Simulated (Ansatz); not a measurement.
# SiO2: the cost of one run

Program: Ansatz 0.2.0. Level of theory: DFT r2SCAN, scalar-relativistic, plane waves, PAW. These are calculated values, not measurements.

## Step 1: The system as given

It takes space group P6_322 (No. 182, hexagonal). The conventional cell has a = 5.069 Å, b = 5.069 Å, c = 8.558 Å, α = 90.00°, β = 90.00°, γ = 120.00°. Around Si (site symmetry 3) lie 4 O at 1.60 to 1.61 Å. O (site symmetry 2) has 2 Si at 1.61 Å as nearest neighbours. O (site symmetry 32) is surrounded by 2 Si at 1.60 Å.

Structure file:

```
Si O
1.0
     5.06907    0.00000    0.00000
    -2.53454    4.38995    0.00000
     0.00000    0.00000    8.55849
Si O
4 8
Direct
  0.66667 0.33333 0.93713
  0.66667 0.33333 0.56287
  0.33333 0.66667 0.06287
  0.33333 0.66667 0.43713
  0.00000 0.42126 0.00000
  0.42126 0.42126 0.50000
  0.57874 0.00000 0.50000
  0.57874 0.57874 0.00000
  0.00000 0.57874 0.50000
  0.66667 0.33333 0.75000
  0.33333 0.66667 0.25000
  0.42126 0.00000 0.00000
```

The structure comes from the Materials Project (structure only).

(A quick probe on a coarse mesh, which set the mesh and smearing, is not shown.)

## Step 3: The relaxation

input.yaml

```yaml
crystal:
  lattice:
    - [5.0690738885, 0.0, 0.0]
    - [-2.5345369442, 4.3899467611, 0.0]
    - [0.0, 0.0, 8.55848854]
  atoms:
    - { symbol: Si, position: [0.66666667, 0.33333333, 0.9371258] }
    - { symbol: Si, position: [0.66666667, 0.33333333, 0.5628742] }
    - { symbol: Si, position: [0.33333333, 0.66666667, 0.0628742] }
    - { symbol: Si, position: [0.33333333, 0.66666667, 0.4371258] }
    - { symbol: O, position: [0.0, 0.42125874, 0.0] }
    - { symbol: O, position: [0.42125874, 0.42125874, 0.5] }
    - { symbol: O, position: [0.57874126, 0.0, 0.5] }
    - { symbol: O, position: [0.57874126, 0.57874126, 0.0] }
    - { symbol: O, position: [0.0, 0.57874126, 0.5] }
    - { symbol: O, position: [0.66666667, 0.33333333, 0.75] }
    - { symbol: O, position: [0.33333333, 0.66666667, 0.25] }
    - { symbol: O, position: [0.42125874, 0.0, 0.0] }
basis:
  ecutwfc: 500
kpoints:
  mp_grid: { grid: [6, 6, 4] }
hamiltonian:
  xc: r2scan
scf:
  occupations: { method: gaussian, width: 0.02 }
output:
  forces: true
  stress: true
  eigenvalues: true
relax:
  adjacent_minimum: "off"
  f_tol: 0.005
  max_steps: 80
  cell: { stress_tol: 0.05 }
```

The run is started by

```
> ansatz run input.yaml --threads 2 --pin off --max-ram 5120MiB --backend cpu --events-out ev --progress --plain --runs-dir out
```

**Question.** How long does this run take on 2 threads of Arm Neoverse V2, shared host, and how much memory does it need?

About 100 s, with a peak of 0.83 GiB.
